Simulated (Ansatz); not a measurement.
Calculated coordination and 17O quadrupole coupling for Ga₂O₃ at a changed volume

Cell: an entry of the Crystallography Open Database (COD), relaxed with PBE at fixed cell and then changed (volume scaled by 1.02, ions relaxed).

```cif
data_Ga2O3
_symmetry_space_group_name_H-M 'C2/m'
_symmetry_Int_Tables_number 12
_cell_length_a 12.2949
_cell_length_b 3.0572
_cell_length_c 5.8365
_cell_angle_alpha 90.000
_cell_angle_beta 103.830
_cell_angle_gamma 90.000
loop_
_atom_site_label
_atom_site_type_symbol
_atom_site_symmetry_multiplicity
_atom_site_Wyckoff_symbol
_atom_site_fract_x
_atom_site_fract_y
_atom_site_fract_z
Ga1 Ga 4 i 0.0911 0.0000 0.7955
Ga3 Ga 4 i 0.6588 0.0000 0.3137
O5 O 4 i 0.1668 0.0000 0.1093
O7 O 4 i 0.1728 0.0000 0.5617
O9 O 4 i 0.4961 0.0000 0.2548
```

One atom of each set is listed; the run and its k-mesh use a cell of 10 atoms with edges of 6.33, 6.33, 5.84 Å.

All values are calculated (Ansatz; DFT, PBE, plane waves and PAW, scalar-relativistic, 420 eV cutoff, Γ-centred 10×10×6 k-points, Fermi–Dirac smearing 0.02 eV), not measured.

Q(17O) = -25.58 mb.

**Question.** Order the O environments from the weakest to the strongest quadrupole coupling.
A. O7: 4 Ga at 1.88–2.08 Å
B. O5: 3 Ga at 1.85–1.96 Å
C. O9: 3 Ga at 1.85–1.95 Å

**Answer.** A (2.54 MHz, η = 0.05), B (5.26 MHz, η = 0.42), C (6.96 MHz, η = 0.05).

At O5 and O9 V_zz stands upright on the plane through its three neighbours (within 2°) in each case. At O7 V_zz points along its shortest bond, to Ga (within 5°). Like point charges on the first shell alone (each adding as 1/d³) would give the same order, so the shape of the shell goes a long way to explain it.
